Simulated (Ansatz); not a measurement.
# ScAl3 (Pm-3m) in Ansatz: equation of state

Aim: energy against volume of ScAl3 in PBE, for its equilibrium volume and stiffness.

All numbers are computed with Ansatz 0.2.0; they aren't measurements. Logs are shortened: lines on timing, memory, paths and dates and some standing lists are left out, and cuts for length are marked.

**Measured values to compare with.**

“A Combined Experimental and First-Principles Based Assessment of Finite-Temperature Thermodynamic Properties of Intermetallic Al3Sc”, 2021, pmc:8067998 quotes, for a bulk crystal of ScAl3 at 298 K: bulk modulus 91.5 ± 1.1 GPa.

How close the calculation comes is told below.

### Step 1. The crystal as given

It takes space group Pm-3m (No. 221, cubic). The conventional cell has a = 4.088 Å, b = 4.088 Å, c = 4.088 Å, α = 90.00°, β = 90.00°, γ = 90.00°. Around Sc (site symmetry m-3m) lie 12 Al at 2.89 Å. Al (site symmetry 4/mmm) is surrounded by 4 Sc at 2.89 Å and 8 Al at 2.89 Å.

The cell is a database's computed one.

### Step 2. Single point, PBE, 16.05 Å³/atom (volume scaled by 0.94)

Contents of input.yaml:

```yaml
crystal:
  lattice:
    - [4.0043585311, 0.0, 0.0]
    - [0.0, 4.0043585311, 0.0]
    - [0.0, 0.0, 4.0043585311]
  atoms:
    - { symbol: Sc, position: [0.0, 0.0, 0.0] }
    - { symbol: Al, position: [0.5, 0.5, 0.0] }
    - { symbol: Al, position: [0.0, 0.5, 0.5] }
    - { symbol: Al, position: [0.5, 0.0, 0.5] }
hamiltonian:
  xc: pbe
  pseudopotentials: { kind: paw }
kpoints:
  mp_grid: { grid: [7, 7, 7] }
scf:
  occupations: { method: fermi_dirac, width: 0.05 }
output:
  forces: true
  stress: true
  eigenvalues: true
```

Potentials or basis: Ansatz PAW.

Run with:

```
$ ansatz run input.yaml --threads 2 --pin off --max-ram 5120MiB --backend cpu --events-out ev --progress --plain --runs-dir out
```

Output:

```text
Warning: RAYON_NUM_THREADS=2 ignored (pool sized by the plan → 2); use --threads N
Engine: ansatz 0.2.0, x86_64-unknown-linux-gnu
Pseudopotentials: kind: paw
Pseudopotential: Sc, paw, valence charge 11, recommended cutoff 420 eV (normal), Sc.paw.azcp
Pseudopotential: Al, paw, valence charge 3, recommended cutoff 420 eV (normal), Al.paw.azcp
Functional definition: PBE
  parameter kappa = 0.804
  parameter beta = 0.06672455060314922
  exchange = pbe_x(kappa = kappa, mu = beta*pi^2/3)
  correlation = pbe_c(beta = beta)
Crystal: 4 atoms, lattice volume = 64.209 Å³
Basis set: ecut = 420 eV, 1237 PW (Γ), exchange–correlation on 54×54×54 points (8 copies of the dense FFT grid, shifted against one another)
Bands: 14, of which v1, the nominal top of the filled ones, is band 10 counted from 1 (9 counted from 0)
Symmetry: 48 space group operations
Space group: Pm-3m (ITA 221), of the structure as read, at distance tolerance 4.0e-5 Å
k-points: 20 of 343
Non-local potential: Sc, projectors of the file, l = 0: 3, l = 1: 2, l = 2: 3, l = 3: 1
Non-local potential: Al, projectors of the file, l = 0: 2, l = 1: 2, l = 2: 1
PAW form: soft (Blöchl's): semilocal exchange-correlation on the pseudo side does not see the compensation charge
PAW one-centre angular grid: Sc, 590 points (default); XC on 64 Gauss nodes
PAW one-centre angular grid: Al, 110 points (default); XC on 64 Gauss nodes
Initial density: superposition of atomic densities (neutral atoms: chi_scale 0, normalization atom), corrected by the library's trained network
Initial wavefunctions: pseudopotential atomic-orbital guess
Functional: x = pbe(κ = 0.804, μ = 0.2195149727645171), c = pbe(β = 0.06672455060314922)
SCF iter   1: F=—  HF=-3750.033663 eV  |F-HF|=—  |Δ(HF+E_count)|=         —  Δρ=2.55e-3  dr2=1.19e-2  ethr=1.77e-3  ⟨swp⟩=5.7  Hψ=1670  notcnv=0
preconditioner: auto → Kerker (q_TF=auto, 2.246 Å⁻¹)  [metal: Δε(μ)=0.055 eV  Ē_g=5.790 eV  σ=0.050 eV  W_gap=0.26  n_scr=18 (ndim 8)  ℏωp=16.1 eV  f_vac=0.000  D(μ)=1.56/eV (n_scr^D=6)]
SCF iter   2: F=—  HF=-3750.031414 eV  |F-HF|=—  |Δ(HF+E_count)|=   2.25e-3  Δρ=1.40e-3  dr2=2.90e-3  ethr=5.96e-5  ⟨swp⟩=1.4  Hψ=450  notcnv=0
SCF iter   3: F=—  HF=-3750.030660 eV  |F-HF|=—  |Δ(HF+E_count)|=   7.54e-4  Δρ=4.86e-4  dr2=3.60e-4  ethr=1.45e-5  ⟨swp⟩=2.4  Hψ=400  notcnv=0
SCF iter   4: F=—  HF=-3750.030564 eV  |F-HF|=—  |Δ(HF+E_count)|=   9.66e-5  Δρ=9.07e-5  dr2=5.30e-6  ethr=1.80e-6  ⟨swp⟩=2.0  Hψ=390  notcnv=0
SCF iter   5: F=—  HF=-3750.030679 eV  |F-HF|=—  |Δ(HF+E_count)|=   1.15e-4  Δρ=1.42e-5  dr2=8.10e-8  ethr=5.00e-10  ⟨swp⟩=3.5  Hψ=1174  notcnv=0
SCF iter   6: F=-3750.030679 eV  HF=-3750.030679 eV  |F-HF|=5.13e-10  |Δ(HF+E_count)|=   1.96e-8  Δρ=1.65e-6  dr2=1.01e-9  ethr=4.05e-10  ⟨swp⟩=2.0  Hψ=970  notcnv=0
SCF 1 converged in 6 iterations: F = -3750.030679 eV  dr2 = 1.01e-9
SCF converged after 6 iterations
Free energy (F): -3750.030679 eV
Harris-Foulkes:  -3750.030679 eV  (|F-HF|=5.13e-10)
Internal energy: -3750.017986 eV  (E = F + TS)
E sigma→0 (E₀):  -3750.024333 eV
Entropy (-TS):   -0.012693 eV (-3.173 meV/atom)
Fermi energy:    9.836060 eV
--- Per-component energies (eV) ---
  E_band       = -111.055812
  E_kinetic    = 337.614154
  E_local      = -982.059406  (includes V_loc(G=0)·N_el)
  E_nonlocal   = 115.844867
  E_hartree    = 383.601090
  E_xc         = -226.889756
  E_vxc        = -220.529947  (∫ρ·V_xc dr)
  E_paw        = -2359.176522  (= ΣΔE_a)
  E_vpaw       = -129.127659  (= ΣTr[D̂ρ^β])
  E_aug_tail   = 0.000004  (compensation charges beyond the density's cutoff)
  E_ewald      = -1018.952417
  E_smearing   = -0.012693  (= −TS)
  E_closure    = 0.000000  (closes the sum)
  Σ components = -3750.030679   (vs F -3750.030679, Δ=0.00e0)
--- Forces (eV/Å), atoms counted from 1 ---
  atom   1  Sc     0.00000000    -0.00000000     0.00000000
  atom   2  Al     0.00000000    -0.00000000    -0.00000000
  atom   3  Al     0.00000000     0.00000000    -0.00000000
  atom   4  Al    -0.00000000     0.00000000    -0.00000000
  max |Σ_I F_I| component: 7.64e-31 eV/Å
--- Stress (GPa, compression-positive) ---
        7.555968       0.000000       0.000000
        0.000000       7.555968       0.000000
        0.000000       0.000000       7.555968
  P = ⅓ Tr σ = 7.5560 GPa (75.560 kbar)
--- Band table (eV; the first three rows and the last of 20) ---
  k-point 0: bands = ["-38.8323", "-17.5592", "-17.5592", "-17.5592", "-0.3983", "7.2435", "7.2435", "8.1077", "8.1077", "8.1077", "11.1961", "11.2698", "11.2698", "11.2698"]
  k-point 1: bands = ["-38.8320", "-17.5674", "-17.5586", "-17.5586", "-0.2015", "5.9713", "7.3897", "8.1186", "8.1186", "8.8899", "11.1762", "11.1762", "11.3340", "11.9530"]
  k-point 2: bands = ["-38.8312", "-17.5857", "-17.5572", "-17.5572", "0.3748", "4.2753", "7.7899", "8.1344", "8.1344", "9.8437", "11.0513", "11.0513", "11.4887", "12.3672"]
  k-point 19: bands = ["-38.8274", "-17.5893", "-17.5889", "-17.5889", "4.0026", "5.0619", "5.0619", "5.9494", "7.0934", "7.0934", "7.2050", "11.5001", "12.7274", "12.7274"]
```

Run time: 1.1 s. Hardware: 2 threads of Intel Xeon at 2.70GHz, shared host; peak memory 0.34 GiB.

Results:

```
Free energy            : -3750.0307 eV
Pressure               : 7.6 GPa
Band gap on the k mesh : none (metal or under the smearing width)
```

### Step 3. Single point, PBE, 16.39 Å³/atom (volume scaled by 0.96)

input.yaml, as its differences from that of step 2:

```diff
@@ -2,5 +2,5 @@
   lattice:
-    - [4.0043585311, 0.0, 0.0]
-    - [0.0, 4.0043585311, 0.0]
-    - [0.0, 0.0, 4.0043585311]
+    - [4.0325591682, 0.0, 0.0]
+    - [0.0, 4.0325591682, 0.0]
+    - [0.0, 0.0, 4.0325591682]
   atoms:
```

Potentials or basis: Ansatz PAW.

Run with:

```
$ ansatz run input.yaml --threads 2 --pin off --max-ram 5120MiB --backend cpu --events-out ev --progress --plain --runs-dir out
```

Run time: 1.2 s. Hardware: 2 threads of Intel Xeon at 2.70GHz, shared host; peak memory 0.34 GiB.

It converged, with:

* Free energy: -3750.0849 eV
* Pressure: 5.2 GPa
* Band gap on the k mesh: none (metal or under the smearing width)

### Step 4. Single point, PBE, 16.74 Å³/atom (volume scaled by 0.98)

input.yaml, as its differences from that of step 3:

```diff
@@ -2,5 +2,5 @@
   lattice:
-    - [4.0325591682, 0.0, 0.0]
-    - [0.0, 4.0325591682, 0.0]
-    - [0.0, 0.0, 4.0325591682]
+    - [4.0603707999, 0.0, 0.0]
+    - [0.0, 4.0603707999, 0.0]
+    - [0.0, 0.0, 4.0603707999]
   atoms:
```

Run with:

```
$ ansatz run input.yaml --threads 2 --pin off --max-ram 5120MiB --backend cpu --events-out ev --progress --plain --runs-dir out
```

Run time: 0.92 s. Hardware: 2 threads of Intel Xeon at 2.70GHz, shared host; peak memory 0.34 GiB.

The run converged. Its results:

```yaml
Free_energy: -3750.1199 eV
Pressure: 3.1 GPa
Band_gap_on_the_k_mesh: none (metal or under the smearing width)
```

### Step 5. Single point, PBE, 17.08 Å³/atom

input.yaml, as its differences from that of step 4:

```diff
@@ -2,5 +2,5 @@
   lattice:
-    - [4.0603707999, 0.0, 0.0]
-    - [0.0, 4.0603707999, 0.0]
-    - [0.0, 0.0, 4.0603707999]
+    - [4.08780657, 0.0, 0.0]
+    - [0.0, 4.08780657, 0.0]
+    - [0.0, 0.0, 4.08780657]
   atoms:
```

Potentials or basis: Ansatz PAW.

Run with:

```
$ ansatz run input.yaml --threads 2 --pin off --max-ram 5120MiB --backend cpu --events-out ev --progress --plain --runs-dir out
```

Output:

```text
Warning: RAYON_NUM_THREADS=2 ignored (pool sized by the plan → 2); use --threads N
[... 9 set-up lines as earlier in the session ...]
Crystal: 4 atoms, lattice volume = 68.308 Å³
Basis set: ecut = 420 eV, 1357 PW (Γ), exchange–correlation on 60×60×60 points (8 copies of the dense FFT grid, shifted against one another)
Bands: 14, of which v1, the nominal top of the filled ones, is band 10 counted from 1 (9 counted from 0)
[... 1 set-up line as earlier in the session ...]
Space group: Pm-3m (ITA 221), of the structure as read, at distance tolerance 4.1e-5 Å
k-points: 20 of 343
[... 8 set-up lines as earlier in the session ...]
SCF iter   1: F=—  HF=-3750.139937 eV  |F-HF|=—  |Δ(HF+E_count)|=         —  Δρ=2.31e-3  dr2=1.00e-2  ethr=1.77e-3  ⟨swp⟩=5.8  Hψ=1667  notcnv=0
preconditioner: auto → Kerker (q_TF=auto, 2.223 Å⁻¹)  [metal: Δε(μ)=0.072 eV  Ē_g=5.564 eV  σ=0.050 eV  W_gap=0.34  n_scr=18 (ndim 8)  ℏωp=15.6 eV  f_vac=0.000  D(μ)=1.56/eV (n_scr^D=6)]
SCF iter   2: F=—  HF=-3750.138010 eV  |F-HF|=—  |Δ(HF+E_count)|=   1.93e-3  Δρ=1.24e-3  dr2=2.11e-3  ethr=5.00e-5  ⟨swp⟩=1.6  Hψ=458  notcnv=0
SCF iter   3: F=—  HF=-3750.137567 eV  |F-HF|=—  |Δ(HF+E_count)|=   4.43e-4  Δρ=4.60e-4  dr2=3.23e-4  ethr=1.05e-5  ⟨swp⟩=2.1  Hψ=391  notcnv=0
SCF iter   4: F=—  HF=-3750.137490 eV  |F-HF|=—  |Δ(HF+E_count)|=   7.67e-5  Δρ=8.42e-5  dr2=5.26e-6  ethr=1.62e-6  ⟨swp⟩=2.0  Hψ=388  notcnv=0
SCF iter   5: F=—  HF=-3750.137530 eV  |F-HF|=—  |Δ(HF+E_count)|=   4.00e-5  Δρ=1.66e-5  dr2=1.16e-7  ethr=2.63e-8  ⟨swp⟩=2.2  Hψ=386  notcnv=0
SCF iter   6: F=-3750.137530 eV  HF=-3750.137530 eV  |F-HF|=5.30e-10  |Δ(HF+E_count)|=   1.94e-8  Δρ=2.24e-6  dr2=2.56e-9  ethr=5.00e-10  ⟨swp⟩=4.2  Hψ=1073  notcnv=0
SCF 1 converged in 6 iterations: F = -3750.137530 eV  dr2 = 2.56e-9
SCF converged after 6 iterations
Free energy (F): -3750.137530 eV
Harris-Foulkes:  -3750.137530 eV  (|F-HF|=5.30e-10)
Internal energy: -3750.124725 eV  (E = F + TS)
E sigma→0 (E₀):  -3750.131128 eV
Entropy (-TS):   -0.012804 eV (-3.201 meV/atom)
Fermi energy:    9.156924 eV
--- Per-component energies (eV) ---
  E_band       = -125.147120
  E_kinetic    = 333.328550
  E_local      = -1006.232286  (includes V_loc(G=0)·N_el)
  E_nonlocal   = 114.838349
  E_hartree    = 389.819598
  E_xc         = -225.174495
  E_vxc        = -218.273510  (∫ρ·V_xc dr)
  E_paw        = -2358.552810  (= ΣΔE_a)
  E_vpaw       = -128.448836  (= ΣTr[D̂ρ^β])
  E_aug_tail   = 0.000002  (compensation charges beyond the density's cutoff)
  E_ewald      = -998.151633
  E_smearing   = -0.012804  (= −TS)
  E_closure    = -0.000000  (closes the sum)
  Σ components = -3750.137530   (vs F -3750.137530, Δ=0.00e0)
--- Forces (eV/Å), atoms counted from 1 ---
  atom   1  Sc    -0.00000000     0.00000000    -0.00000000
  atom   2  Al    -0.00000000    -0.00000000    -0.00000000
  atom   3  Al     0.00000000    -0.00000000     0.00000000
  atom   4  Al     0.00000000     0.00000000     0.00000000
  max |Σ_I F_I| component: 4.44e-31 eV/Å
--- Stress (GPa, compression-positive) ---
        1.117161       0.000000       0.000000
       -0.000000       1.117161       0.000000
       -0.000000       0.000000       1.117161
  P = ⅓ Tr σ = 1.1172 GPa (11.172 kbar)
--- Band table (eV; the first three rows and the last of 20) ---
  k-point 0: bands = ["-39.7403", "-18.4422", "-18.4422", "-18.4422", "-0.7703", "6.6250", "6.6250", "7.4376", "7.4376", "7.4376", "10.5118", "10.5426", "10.5426", "10.5426"]
  k-point 1: bands = ["-39.7400", "-18.4482", "-18.4417", "-18.4417", "-0.5830", "5.3645", "6.7717", "7.4602", "7.4602", "8.2393", "10.4413", "10.4413", "10.6003", "11.2261"]
  k-point 2: bands = ["-39.7395", "-18.4619", "-18.4406", "-18.4406", "-0.0338", "3.7184", "7.1800", "7.5046", "7.5046", "9.1720", "10.2923", "10.2923", "10.7384", "11.3313"]
  k-point 19: bands = ["-39.7368", "-18.4648", "-18.4645", "-18.4645", "3.4834", "4.4644", "4.4644", "5.3992", "6.4568", "6.4568", "6.5786", "10.6338", "11.8633", "11.8633"]
```

Wall time 1.3 s (2 threads of Intel Xeon at 2.70GHz, shared host); peak memory 0.35 GiB.

Results:

- Free energy: -3750.1375 eV
- Pressure: 1.1 GPa
- Band gap on the k mesh: none (metal or under the smearing width)

### Step 6. Single point, PBE, 17.42 Å³/atom (volume scaled by 1.02)

input.yaml, as its differences from that of step 5:

```diff
@@ -2,5 +2,5 @@
   lattice:
-    - [4.08780657, 0.0, 0.0]
-    - [0.0, 4.08780657, 0.0]
-    - [0.0, 0.0, 4.08780657]
+    - [4.1148789257, 0.0, 0.0]
+    - [0.0, 4.1148789257, 0.0]
+    - [0.0, 0.0, 4.1148789257]
   atoms:
```

Potentials or basis: Ansatz PAW.

Run with:

```
$ ansatz run input.yaml --threads 2 --pin off --max-ram 5120MiB --backend cpu --events-out ev --progress --plain --runs-dir out
```

Run time: 1.2 s. Hardware: 2 threads of Intel Xeon at 2.70GHz, shared host; peak memory 0.35 GiB.

The run converged. Its results:

| Property | Result |
| --- | --- |
| Free energy | -3750.1394 eV |
| Pressure | -0.6 GPa |
| Band gap on the k mesh | none (metal or under the smearing width) |

### Step 7. Single point, PBE, 17.76 Å³/atom (volume scaled by 1.04)

input.yaml, as its differences from that of step 6:

```diff
@@ -2,5 +2,5 @@
   lattice:
-    - [4.1148789257, 0.0, 0.0]
-    - [0.0, 4.1148789257, 0.0]
-    - [0.0, 0.0, 4.1148789257]
+    - [4.1415996674, 0.0, 0.0]
+    - [0.0, 4.1415996674, 0.0]
+    - [0.0, 0.0, 4.1415996674]
   atoms:
```

Run with:

```
$ ansatz run input.yaml --threads 2 --pin off --max-ram 5120MiB --backend cpu --events-out ev --progress --plain --runs-dir out
```

Run time: 0.94 s. Hardware: 2 threads of Intel Xeon at 2.70GHz, shared host; peak memory 0.35 GiB.

Results (log left out):

```yaml
Free_energy: -3750.1272 eV
Pressure: -2.2 GPa
Band_gap_on_the_k_mesh: none (metal or under the smearing width)
```

### Step 8. Single point, PBE, 18.10 Å³/atom (volume scaled by 1.06)

input.yaml, as its differences from that of step 7:

```diff
@@ -2,5 +2,5 @@
   lattice:
-    - [4.1415996674, 0.0, 0.0]
-    - [0.0, 4.1415996674, 0.0]
-    - [0.0, 0.0, 4.1415996674]
+    - [4.1679799944, 0.0, 0.0]
+    - [0.0, 4.1679799944, 0.0]
+    - [0.0, 0.0, 4.1679799944]
   atoms:
```

Run with:

```
$ ansatz run input.yaml --threads 2 --pin off --max-ram 5120MiB --backend cpu --events-out ev --progress --plain --runs-dir out
```

Run time: 1.1 s. Hardware: 2 threads of Intel Xeon at 2.70GHz, shared host; peak memory 0.35 GiB.

Results (log left out):

```yaml
Free_energy: -3750.1021 eV
Pressure: -3.6 GPa
Band_gap_on_the_k_mesh: none (metal or under the smearing width)
```

### Step 9. Equation of state, PBE

Potentials or basis: Ansatz PAW.

This step only gathers the single runs of the series.

Results:

| Item | Value |
| --- | --- |
| Equilibrium volume | 17.29 Å³/atom |
| Bulk modulus | 87 GPa |
| Pressure derivative of the bulk modulus | 4.1 |

Energy against volume, from the lowest point:
| volume (Å³/atom) | energy (meV/atom) |
| --- | --- |
| 16.052 | 27.19 |
| 16.394 | 13.65 |
| 16.735 | 4.89 |
| 17.077 | 0.48 |
| 17.419 | 0.00 |
| 17.760 | 3.06 |
| 18.102 | 9.33 |

### Step 10. Against experiment

Step 9. Measured bulk modulus of ScAl3: 91.5 GPa (298 K; quoted in “A Combined Experimental and First-Principles Based Assessment of Finite-Temperature Thermodynamic Properties of Intermetallic Al3Sc”, 2021, pmc:8067998). This calculation gives 87 GPa (-4.5 %). The fit is for a static lattice scaled at fixed shape and fixed fractional positions.
